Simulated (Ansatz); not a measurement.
# The MXene Nb3C2: bands and core levels, part 2 of 3

What would XPS and angle-resolved spectra of the MXene Nb3C2 look like?

Ansatz 0.2.0; DFT, PBE, plane-wave PAW, default files, scalar-relativistic.

So far: The starting structure; Relaxation.

## 3. Layer-resolved bands, DOS and potential

The main run: bands along the zone's path, each state's share in the top and middle regions, the DOS and the planar potential.

input.yaml reads:

```yaml
crystal:
  lattice:
    - [3.1607193034, 0.0, 0.0]
    - [-1.5803596517, 2.737263211, 0.0]
    - [0.0, 0.0, 19.8]
  atoms:
    - { symbol: Nb, position: [0.3333333333, 0.6666666667, 0.6234498601] }
    - { symbol: C, position: [0.0, 0.0, 0.5684650801] }
    - { symbol: Nb, position: [0.6666666667, 0.3333333333, 0.5] }
    - { symbol: C, position: [0.3333333333, 0.6666666667, 0.4315349199] }
    - { symbol: Nb, position: [0.0, 0.0, 0.3765501399] }
kpoints:
  mp_grid: { grid: [12, 12, 1] }
scf:
  occupations: { method: fermi_dirac, width: 0.05 }
  n_extra_bands: 8
hamiltonian:
  xc: pbe
  pseudopotentials: { kind: paw }
output:
  forces: true
  write_potential: true
  volumetric_format: []
  efg: { contact_densities: true }
  dos:
    projected: true
    de: 0.05
    e_range: [-30, 12]
    method: { smearing: { sigma: 0.15, scheme: gaussian } }
  eigenstates:
    kpoints:
      - [0.33333333, 0.33333333, 0.0]
      - [0.31666667, 0.31666667, 0.0]
      - [0.3, 0.3, 0.0]
      - [0.28333333, 0.28333333, 0.0]
      - [0.26666667, 0.26666667, 0.0]
      - [0.25, 0.25, 0.0]
      # [... 40 more points ...]
      - [0.36666667, 0.26666667, 0.0]
      - [0.35, 0.3, 0.0]
    e_range: [-8.0, 4.0]
    unfold:
      supercell_matrix: [[1, 0, 0], [0, 1, 0], [0, 0, 1]]
      layers:
        axis: 3
        edges: [0.176768, 0.424242, 0.469697, 0.530303, 0.575758, 0.823232]
```

Started as:

```sh
$ ansatz run input.yaml --threads 4 --pin off --max-ram 6144MiB --backend cpu --events-out ev --progress --plain --runs-dir out
```

Numbers of over 12 decimals in the logs are rounded to 6 here.

The program printed:

```text
[...]
Nb: output.efg is read without spin–orbit coupling, which moves field gradients at and beside such atoms by some per cent and up to a factor of two; PAW files take it under magnetization.noncollinear and magnetization.spin_orbit
[...]
Crystal: 5 atoms, lattice volume = 171.304 Å³
Basis set: ecut = 420 eV, 3307 PW (Γ), exchange–correlation on 48×48×270 points (8 copies of the dense FFT grid, shifted against one another)
Bands: 32, of which v1, the nominal top of the filled ones, is band 24 counted from 1 (23 counted from 0)
Symmetry: 12 space group operations
[...]
k-points: 19 of 144
[...]
SCF iter   1: F=—  HF=-14158.970729 eV  |F-HF|=—  |Δ(HF+E_count)|=         —  Δρ=4.86e-3  dr2=1.42e-1  ethr=1.77e-3  ⟨swp⟩=8.1  Hψ=3274  notcnv=0
[...]
SCF iter   8: F=-14158.960086 eV  HF=-14158.960086 eV  |F-HF|=9.93e-10  |Δ(HF+E_count)|=   1.17e-7  Δρ=1.87e-6  dr2=8.94e-9  ethr=2.13e-10  ⟨swp⟩=16.2  Hψ=4946  notcnv=0
SCF 1 converged in 8 iterations: F = -14158.960086 eV  dr2 = 8.94e-9
[...]
NSCF: frozen V_eff on 48 k-points
[...]
SCF converged after 8 iterations
Free energy (F): -14158.960086 eV
[...]
Internal energy: -14158.925966 eV  (E = F + TS)
E sigma→0 (E₀):  -14158.943026 eV
Entropy (-TS):   -0.034120 eV (-6.824 meV/atom)
Fermi energy:    3.980826 eV
[...]
--- Forces (eV/Å), atoms counted from 1 ---
  atom   1  Nb     0.00000000    -0.00000000     0.01708324
  atom   2  C      0.00000000     0.00000000    -0.00127350
  atom   3  Nb    -0.00000000    -0.00000000     0.00000000
  atom   4  C      0.00000000    -0.00000000     0.00127350
  atom   5  Nb    -0.00000000     0.00000000    -0.01708324
  max |Σ_I F_I| component: 3.70e-17 eV/Å
--- PAW observables at the nuclei: V_zz in 10²¹ V/m², potentials from the cell's mean, atoms counted from 1 ---
  atom   1  Nb V_zz =   +15.738848   η = 0.0000   by run symmetry: allowed
            electrostatic potential = -6128.841437 V   contact ρ = 540913.005098 e/Å³
  atom   2  C  V_zz =    +0.271099   η = 0.0000   by run symmetry: allowed
            electrostatic potential = -410.520484 V   contact ρ = 869.580450 e/Å³
  atom   3  Nb V_zz =    -1.276908   η = 0.0000   by run symmetry: allowed
            electrostatic potential = -6128.593492 V   contact ρ = 540906.106889 e/Å³
  atom   4  C  V_zz =    +0.271099   η = 0.0000   by run symmetry: allowed
            electrostatic potential = -410.520484 V   contact ρ = 869.580450 e/Å³
  atom   5  Nb V_zz =   +15.738848   η = 0.0000   by run symmetry: allowed
            electrostatic potential = -6128.841437 V   contact ρ = 540913.005098 e/Å³
--- Band table (eV; the first three rows and the last of 19) ---
  k-point 0: bands = [... 20 lower, 3.0376, 3.1495, 3.1495, 3.4699, 3.5187, 4.8860, 4.8860, 4.9992, ... 4 higher]
  k-point 1: bands = [... 20 lower, 2.8059, 3.0248, 3.2912, 3.5777, 3.6405, 4.5078, 4.7110, 5.2336, ... 4 higher]
  k-point 2: bands = [... 20 lower, 2.1824, 2.9590, 3.4027, 3.7113, 3.9572, 4.4674, 4.8314, 5.3938, ... 4 higher]
  k-point 18: bands = [... 20 lower, 2.9978, 3.2456, 3.5320, 3.5320, 5.2786, 5.2786, 6.0933, 6.6350, ... 4 higher]
```

Elapsed: 5.5 s, on 4 threads of Arm Neoverse V2, shared host; peak memory 0.57 GiB; 20 s of CPU time.

In the SCF lines HF is the Harris–Foulkes energy and dr2 the Hartree energy of the density residual, in eV; the loop may stop once dr2 is under the threshold and the program's other checks hold. Hψ counts applications of the Hamiltonian.

Numbers from this step:

| Property | Result |
| --- | --- |
| zero of energy | Fermi level |
| share of occupied states in no projected shell | 0.009 of the occupied states in the window |
| DOS at the Fermi level | 4.270 states/eV/cell |
| work function, upper face | 4.602 eV |
| work function, lower face | 4.602 eV |

A(k,E), total over k along the path and E. Zero: Fermi level.

Values in eV⁻¹, 12 rows by 16 columns, each cell a mean:
```
1.5 1.6 2.4 2.2 1.5 1.9 1.9 1.8 1.1 1.1 2.9 4.0 3.7 2.7 2.1 1.5
2.1 2.0 2.1 2.1 2.1 2.2 3.5 2.8 2.8 3.0 2.6 0.7 0.4 0.6 1.5 2.2
0.3 0.4 0.4 1.6 2.4 2.3 1.2 1.8 2.3 2.7 1.4 1.7 2.8 2.5 1.0 0.3
3.1 2.1 2.1 2.1 2.4 3.3 4.1 3.8 2.9 1.6 2.0 1.6 0.4 0.8 2.4 3.2
1.2 2.1 1.9 1.4 2.0 2.1 1.5 1.8 1.6 1.0 0.3 0.1 0.1 0.1 0.5 1.1
0.1 0.1 0.5 1.0 0.4 0.2 0.1 0.1 0.5 1.0 0.2 0.1 0.1 0.5 0.8 0.1
0.1 0.1 0.2 0.2 0.5 1.2 2.0 1.6 1.1 1.3 2.1 2.0 1.5 0.8 0.2 0.1
2.6 2.5 2.5 3.0 2.9 2.3 1.4 1.9 2.2 1.8 1.9 2.0 2.2 2.5 2.5 2.6
2.9 3.1 2.9 2.2 1.9 2.1 2.2 2.2 2.1 2.6 2.6 2.7 3.0 2.9 3.0 2.9
1.2 1.1 1.2 1.4 1.1 0.2 0.1 0.2 0.5 1.2 0.7 0.2 0.2 0.2 0.5 1.1
0.1 0.2 0.1 0.1 0.5 1.0 0.9 1.0 0.9 0.2 0.6 1.1 1.0 1.1 0.7 0.1
0.0 0.0 0.0 0.0 0.0 0.1 0.2 0.1 0.0 0.0 0.0 0.1 0.1 0.1 0.0 0.0
```
Columns: k along the path (Å⁻¹) from 0 to 3.14; rows upwards: E (eV) from -7.7 to 2.44.

A(k,E), top over k along the path and E. Zero: Fermi level.

Ten even steps from '0' (0.01 eV⁻¹) to '9' (1.98 eV⁻¹), each cell a mean:
```
111256332234443210035699432211
012113412310000012566632455310
665652252254346666554000012466
000025457547974444531122100000
000000332441013445433233431000
133333334431112452001676688531
964444456678987643367200003689
664100001245554334420000000035
013653333310001200000000000120
000012220000000010000000001100
000000000000000001100000011000
000000000000000000121111210000
000000001235553222223322100000
333223344441014422211123332233
344444322212221232245422235543
223333222123332112222344432222
000001222110000112111000000000
111112220000000001100000000011
000000001100000121011000001100
000000000121112100000111110000
000000000000000000000000000000
000000000000000000000000000000
```
Columns: k along the path (Å⁻¹) from 0 to 3.14; rows upwards: E (eV) from -7.7 to 2.44.

A(k,E), middle over k along the path and E. Zero: Fermi level.

Ten even steps from '0' (0.00 eV⁻¹) to '9' (1.64 eV⁻¹), each cell a mean:
```
553344332345554310023477434555
111102301210000001444411110011
110110130011112233222000000011
000001023224652111220000000000
000000111221012113310000000000
000110001110000142000000000100
210011112453335520000000000012
011000000259995211000000000000
001221224410002300000000000000
000002221000000031000000000100
000000000000000002200000001000
000000000000000000231000100000
000000000000000001113332100000
433211121110001111100233442334
223443211111111121235322235432
444433211134443111221223222344
000012322210001222110000000000
000011121000000001100000000000
000000002200000121011000001100
000000000122222100000111110000
000000000000100000000000000000
000000000000000000000000000000
```
Columns: k along the path (Å⁻¹) from 0 to 3.14; rows upwards: E (eV) from -7.7 to 2.44.

Peaks of A(k,E) at the labelled points: for each region the eleven nearest the zero at most, each over 6 % of that point's highest, less those above the energy where the solved bands run out; weight and spread sum the levels within three half widths or 0.3 eV, so near peaks share levels. Peaks of the spectral function, the first 40 of 69 rows:

```csv
point,weight on,E (eV),A (1/eV),weight near the peak,rms spread of levels (eV)
K,total,-4.82,8.142,2,0
K,total,-4.38,4.478,1,0
K,total,-3.96,8.144,2,0
K,total,-0.98,4.565,2,0.124
K,total,-0.74,4.946,4,0.223
K,total,-0.44,8.258,3,0.135
K,total,1.3,8.06,2,0
K,total,2.12,4.235,1,0
K,top,-4.82,0.935,0.221,0
K,top,-4.38,1.199,0.278,0
K,top,-3.96,2.106,0.519,0
K,top,-0.98,2.021,0.929,0.124
K,top,-0.74,2.336,1.729,0.221
K,top,-0.44,3.325,1.287,0.139
K,top,1.3,3.107,0.775,0
K,top,2.12,0.438,0.09,0
K,middle,-5.78,0.232,0.054,0
K,middle,-4.82,1.799,0.448,0
K,middle,-4.36,0.279,0.038,0
K,middle,-3.96,2.095,0.524,0
K,middle,-0.44,0.934,0.237,0.024
K,middle,1.3,0.451,0.105,0
K,middle,2.12,2.03,0.495,0
Γ,total,-6.8,4.004,1,0
Γ,total,-4.64,8.113,2,0
Γ,total,-4.22,4.297,1,0
Γ,total,-3.28,7.999,2,0
Γ,total,-0.84,9.805,3,0.053
Γ,total,-0.48,7.828,2,0.024
Γ,total,0.92,10.95,4,0.057
Γ,total,1,10.96,4,0.057
Γ,total,2.44,8.565,3,0.095
Γ,top,-6.8,1.069,0.267,0
Γ,top,-4.64,1.548,0.377,0
Γ,top,-4.22,1.221,0.29,0
Γ,top,-3.28,2.603,0.652,0
Γ,top,-0.84,2.004,0.581,0.053
Γ,top,-0.48,3.516,0.937,0.024
Γ,top,1.02,4.159,1.361,0.054
Γ,top,2.44,2.587,0.88,0.093
```

The DOS has structure finer than the step of the table below, so its rows give means over 1 eV, whole bins alone (the curve runs from -14.4 to 2.23 eV). Peaks (eV: height): total -4.9: 6.01, -4.4: 7.96, -0.5: 5.85, 1.4: 5.54; Nb 4d -4.4: 3.75, -2.0: 1.48, -0.5: 4.45, 1.4: 4.38; C 2p -5.9: 1.29, -4.9: 2.92, -4.4: 3.88; C 2s -11.1: 2.64; Nb 5s -11.0: 0.546, -4.9: 0.497, -0.5: 0.935, 1.2: 0.389.

* holds the states left over by the projection beside any projected weight of its own. The DOS by E, zero at the Fermi level; means over each step; values in states/eV/cell:

```csv
E (eV),total,Nb 4d,C 2p,C 2s,Nb 5s,Nb 5p*
-13,0.0329,3.1e-4,2.8e-4,0.0133,0.0181,7.9e-4
-12,0.844,0.148,0.00902,0.405,0.252,0.0298
-11,3.04,0.836,0.0153,1.78,0.285,0.126
-10,0.0809,0.0191,1.9e-4,0.0552,0.00265,0.00383
-9,0,0,0,0,0,0
-8,0,0,0,0,0,0
-7,0.231,0.0977,0.0947,0.00160,0.0342,0.00310
-6,1.73,0.711,0.765,0.0229,0.200,0.0330
-5,3.58,1.48,1.74,0.0219,0.247,0.0911
-4,5.88,2.79,2.82,0.0456,0.0561,0.166
-3,1.17,0.724,0.426,0.00297,0.00439,0.0179
-2,1.10,0.965,0.0957,0.00330,0.0203,0.0116
-1,2.76,2.24,0.0888,0.0262,0.341,0.0651
0,4.00,3.18,0.245,0.0750,0.368,0.133
1,3.54,2.83,0.308,0.0371,0.276,0.0865
```

This run's widths, added to any smearing of the DOS itself: Gaussian 0.1 eV, Lorentzian 0.05 eV plus 0.05 an eV of depth. Intensity against binding energy, zero at the Fermi level; values in % of the maximum within 13 eV:

```csv
binding energy (eV),21.2 eV,60 eV,1486.7 eV,5414.7 eV
-1,0.810,0.676,0.853,0.773
0,38.6,26.6,45.2,39.0
1,33.6,21.5,40.9,38.9
2,26.1,17.5,28.4,20.7
3,19.7,17.7,15.7,11.2
4,91.0,91.6,62.1,45.7
5,54.8,57.2,37.3,37.4
6,26.5,27.5,19.5,21.3
7,4.23,4.61,3.43,3.85
8,1.21,1.83,1.35,1.55
9,0.959,2.30,1.69,2.11
10,2.28,7.61,5.48,7.07
11,12.6,48.3,35.6,47.1
12,-,15.1,11.7,19.7
13,-,3.05,2.34,4.04
14,-,1.15,0.871,1.31
```

Maxima picked by a test of local sharpness, so broad peaks and shoulders can be missing; peaks within 0.45 eV of a curve's cut are left out. Valence peaks, by row:

```csv
photon energy (eV),binding energy (eV),height (% of the maximum within 13 eV),main shell,its share (%)
21.2,5.85,27.88,Nb 4d,53.98
21.2,4.35,100,Nb 4d,55.47
21.2,2.7,20.29,Nb 4d,76.27
21.2,2,26.52,Nb 4d,90.64
21.2,1.25,37.4,Nb 4d,95.26
21.2,0.45,81.23,Nb 4d,95.8
21.2,0.2,76.07,Nb 4d,95.02
60,11.05,48.75,C 2s,84.01
60,5.85,29.12,C 2p,66.05
60,4.35,100,C 2p,67.2
60,2.7,16.36,Nb 4d,53.99
60,2.05,17.77,Nb 4d,75.63
60,1.25,23.75,Nb 4d,86.08
60,0.45,54.47,Nb 4d,83.97
60,0.2,51.05,Nb 4d,83.28
1487,11.1,36.14,C 2s,52.53
1487,5.9,20.32,Nb 4d,87.44
1487,4.35,68.26,Nb 4d,95.95
1487,2,28.86,Nb 4d,98.15
1487,1.25,43.9,Nb 4d,95.48
1487,0.45,100,Nb 4d,91.11
5415,11.05,47.85,C 2s,54.07
5415,5.9,22,Nb 4d,54.4
5415,4.4,51.48,Nb 4d,85.11
5415,2,21.05,Nb 4d,90.61
5415,1.05,39.27,Nb 4d,65.95
5415,0.5,100,Nb 4d,60.71
```

From the Fermi level. The planar mean, electrostatic potential by z:

z (Å), planar mean, electrostatic potential (eV) and a bar from the least value:
```
      0.0        4.6 ##############################
      0.5        4.6 ##############################
      1.0        4.6 ##############################
      1.5        4.6 ##############################
      2.0        4.6 ##############################
      2.5        4.6 ##############################
      3.0        4.6 ##############################
      3.5        4.6 ##############################
      4.0        4.6 ##############################
      4.5        4.5 ##############################
      5.0        4.3 ##############################
      5.5        3.8 #############################
      6.0        2.4 ###########################
      6.5       -1.8 ######################
      7.0      -12.9 ########
      7.5      -19.6 
      8.0      -13.5 ########
      8.5      -10.7 ###########
      9.0       -7.6 ###############
      9.5      -15.1 ######
     10.0      -19.7 
     10.5      -10.8 ###########
     11.0       -8.6 ##############
     11.5      -11.2 ##########
     12.0      -16.5 ####
     12.5      -18.6 #
     13.0       -7.8 ###############
     13.5        0.5 #########################
     14.0        3.1 ############################
     14.5        4.1 #############################
     15.0        4.4 ##############################
     15.5        4.5 ##############################
     16.0        4.6 ##############################
     16.5        4.6 ##############################
     17.0        4.6 ##############################
     17.5        4.6 ##############################
     18.0        4.6 ##############################
     18.5        4.6 ##############################
     19.0        4.6 ##############################
     19.5        4.6 ##############################
```

The intensity has structure finer than the step of the table below, so its rows give means over 1 eV, whole bins alone (the curve runs from -14.4 to 1.43 eV). Peaks (eV: height): Nb L-beta2 -4.2: 97.8, -0.7: 100.0; C K -4.3: 99.9; C K, E along x -4.6: 102; C K, E along y -4.6: 102; C K, E along z -4.0: 137.

Shapes are the site's partial DOS without matrix elements, which overweights lines from ligand s bands. Intensity against emission energy less the core level's binding energy, zero at the Fermi level; means over each step; values in % of the unpolarised maximum:

```csv
emission energy less the core level's binding energy (eV),Nb L-beta2,C K,"C K, E along x","C K, E along y","C K, E along z"
-13,7.61,0.220,0.213,0.213,0.233
-12,14.7,0.473,0.471,0.471,0.475
-11,19.7,0.650,0.690,0.690,0.568
-10,14.7,0.497,0.517,0.517,0.458
-9,11.7,0.678,0.689,0.689,0.656
-8,14.7,1.35,1.36,1.36,1.34
-7,25.7,6.95,6.82,6.82,7.22
-6,46.9,24.8,25.5,25.5,23.3
-5,78.3,61.0,69.4,69.4,44.3
-4,94.5,84.3,71.5,71.5,110
-3,76.7,22.3,24.9,24.9,17.0
-2,76.7,5.95,7.00,7.00,3.84
-1,94.8,4.20,3.62,3.62,5.32
0,78.2,4.12,3.54,3.54,4.62
```

Sums over each group's atoms; left-over states aren't shared out by site. Site centres, by row:

```csv
group,element,shell,occupied states,centre of occupied part (eV),centre up to the window's top (eV)
layer 1,Nb,5s,0.6479,-4.418,-2.889
layer 1,Nb,4d,3.999,-3.01,-1.314
layer 2,C,2s,1.213,-10.56,-10.06
layer 2,C,2p,3.083,-4.387,-3.747
layer 3,Nb,5s,0.4516,-8.86,-8.149
layer 3,Nb,4d,4,-4.295,-2.629
inner group,C,2s,1.213,-10.56,-10.06
inner group,C,2p,3.083,-4.387,-3.747
other layers,Nb,5s,0.6479,-4.418,-2.889
other layers,Nb,4d,3.999,-3.01,-1.314
```

Window up to 2.2 eV. Shell moments, by row:

```csv
element,shell,occupied states an atom,centre of occupied part (eV),rms width of occupied part (eV),centre up to the window's top (eV),rms width up to the window's top (eV)
Nb,5s,0.5825,-5.566,4.554,-4.015,4.91
Nb,5p*,0.212,-5.156,3.887,-3.49,4.384
Nb,4d,4,-3.438,2.978,-1.704,3.312
C,2s,1.213,-10.56,2.279,-10.06,3.262
C,2p,3.083,-4.387,1.19,-3.747,2.134
```

Recipe: projected DOS times atomic cross section and asymmetry factor (linear light, 30° from the polarisation), occupied states only, Fermi edge at 300 K, a Lorentzian width of 0.05 eV growing by 0.05 eV per eV of binding energy, and a resolution of 0.1 eV. Each atom is damped by exp[−depth/(λ cos θ)], θ = 30° from the normal, λ from the universal curve. Curves are cut 10 eV under the photon energy, above any shell that the free atom's threshold puts out of reach, or at the lower edge of the window: 11.2 eV at 21.2 eV, 14.4 eV at 60 eV, 14.4 eV at 1486.7 eV and 14.4 eV at 5414.7 eV. A star in tables and legends marks shells that hold the states left over by the projection (0.9 % of the filled ones), a stand-in for orbitals that the files don't project on. Matrix elements of the solid and inelastic losses aren't modelled, nor non-dipole terms, which matter above 3 keV.

Share of each shell in the spectrum's area (%), by photon energy:

```csv
shell,21.2 eV,60 eV,1486.7 eV,5414.7 eV
Nb 5s,0.1,1.0,4.8,25.2
Nb 5p*,0.1,0.0,0.6,1.5
Nb 4d,69.6,38.2,83.8,58.5
C 2s,1.8,20.9,10.4,14.6
C 2p,28.4,39.9,0.4,0.2
```

Cross sections used, in Mb an electron:

```csv
shell,21.2 eV,60 eV,1486.7 eV,5414.7 eV
Nb 5s,0.024,0.022,2.0e-4,1.6e-5
Nb 5p*,0.084,0.0052,7.2e-5,3.3e-6
Nb 4d,5.1,0.14,6.5e-4,8.3e-6
C 2s,0.58,0.38,3.1e-4,6.8e-6
C 2p,2.7,0.33,9.8e-6,5.9e-8
```

Regions along c: top from 11.4 to 16.3 Å, middle from 9.3 to 10.5 Å. The top region's edge passes close to a layer, so the weights are only a guide.

States with weight above 0.08 nearest the zero at K of the zone, within the window kept, -6.8 to 2.5 eV (levels that the program groups as degenerate share a row):

```csv
E (eV),"weight, total","weight, top","weight, middle"
-5.77,1.00,0.23,0.05
-4.83,2.00,0.22,0.45
-4.37,1.00,0.28,0.04
-3.95,2.00,0.52,0.52
-0.98,1.00,0.44,0.04
-0.73,1.00,0.49,0.00
-0.45,2.00,0.80,0.23
1.30,2.00,0.78,0.10
2.11,1.00,0.09,0.49
```

States with weight above 0.08 nearest the zero at Γ of the zone, within the window kept, -6.8 to 2.5 eV (levels that the program groups as degenerate share a row):

```csv
E (eV),"weight, total","weight, top","weight, middle"
-4.64,2.00,0.38,0.45
-4.21,1.00,0.29,0.09
-3.29,2.00,0.65,0.03
-0.94,1.00,0.20,0.30
-0.83,2.00,0.38,0.83
-0.51,1.00,0.47,0.01
-0.46,1.00,0.46,0.01
0.91,2.00,0.48,0.65
1.02,2.00,0.88,0.01
2.44,2.00,0.61,0.56
```

States with weight above 0.08 nearest the zero at M of the zone, within the window kept, -6.8 to 2.5 eV (levels that the program groups as degenerate share a row):

```csv
E (eV),"weight, total","weight, top","weight, middle"
-3.78,1.00,0.24,0.21
-3.55,1.00,0.21,0.32
-3.07,1.00,0.26,0.04
0.10,1.00,0.46,0.01
0.12,1.00,0.48,0.01
0.70,1.00,0.35,0.06
2.04,1.00,0.42,0.06
2.30,1.00,0.24,0.40
2.39,1.00,0.42,0.02
2.48,1.00,0.23,0.38
```

The largest force component on a free atom is 0.017 eV/Å, so the atoms are at rest for these settings too. At the Fermi level the DOS is 4.27 states/eV a cell, and on the broadened curves Nb 4d holds 80 % of the total there.

(Continued in part 3 of 3.)

[Logs are printed without paths, hosts, clocks, repeated set-up lines and the standing remarks that a program may print on its own settings, such as how far it seeks lower states.]

[Hosts, paths, dates, database ids (printed as entryN), source tags and the programs' standing remarks are cut or masked in the printed files.]

[Maps of the electrostatic potential energy from Ansatz leave out the sawtooth potential of an applied field or a dipole correction, so their vacuum need not be flat; work functions include it.]
